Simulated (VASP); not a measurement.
Write the native input for VASP 6.6.1 that does the following.

```
Task                   : relaxation of cell and atoms
Functional             : PBE
Potentials or basis    : VASP PAW PBE potentials, release 64 (Ge_d)
Cutoff                 : 600 eV
k mesh                 : 4 × 4 × 8
Occupations            : gaussian, width 0.1 eV
Spin                   : no spin polarisation
Dipole correction      : no
Further INCAR settings : ALGO = Normal; EDIFF = 1e-06; IBRION = 2; EDIFFG = -0.04; NSW = 90; ISIF = 3
```

The structure of Ge lies in POSCAR:

```
Ge
1.0
    2.7022730900     -3.2118587500      0.0000000000
    2.7022730900      3.2118587500      0.0000000000
    0.0000000000      0.0000000000      2.0681908500
Ge
1
Direct
    0.5000000000      0.5000000000      0.0000000000
```

The cell was built by a generator and needn't be a form met in nature.

The cell isn't the ideal one: random cell by space group and Wyckoff sites (Cmmm, No. 65).

These files were run (other wordings do the same):

INCAR

```
SYSTEM = Ge
  PREC = Accurate
  ENCUT = 600
  EDIFF = 1E-6
  ISMEAR = 0
  SIGMA = 0.1
  LREAL = .FALSE.
  LASPH = .TRUE.
  NELM = 100
  ALGO = Normal
  ISIF = 3
  LWAVE = .FALSE.
  LCHARG = .FALSE.
  GGA = PE
  IBRION = 2
  NSW = 90
  EDIFFG = -0.04
```

KPOINTS

```
regular mesh
0
G
  4 4 8
  0 0 0
```

Potentials or basis: VASP PAW PBE potentials, release 64 (Ge_d).

The run is started by

```bash
$ cat potpaw_PBE.64/Ge_d/POTCAR > POTCAR
$ mpirun -np 1 vasp_std > vasp.out
```

It gave:

The relaxed volume is 20.44 Å³/atom. The relaxed cell is a = 2.672 Å, b = 2.672 Å, c = 2.863 Å, α = 90.00°, β = 90.00°, γ = 89.97°, the space group after relaxing (to 0.05 Å) is P4/mmm (No. 123) and the energy gained by relaxing is 1570.9 meV/atom. The ionic steps are 18. The pressure after relaxing is 0.0 GPa and the band gap on the k mesh is none (metal or under the smearing width).

Caveat: the k mesh is coarse (spacing up to 0.38 Å⁻¹), so the values aren't converged; the volume moved by over 15 % at a fixed basis, so the end points are rough.

Wall time 64 s on 1 thread of Intel(R) Xeon(R) 6975P-C (Granite Rapids), on a shared host, peak memory 0.18 GiB.
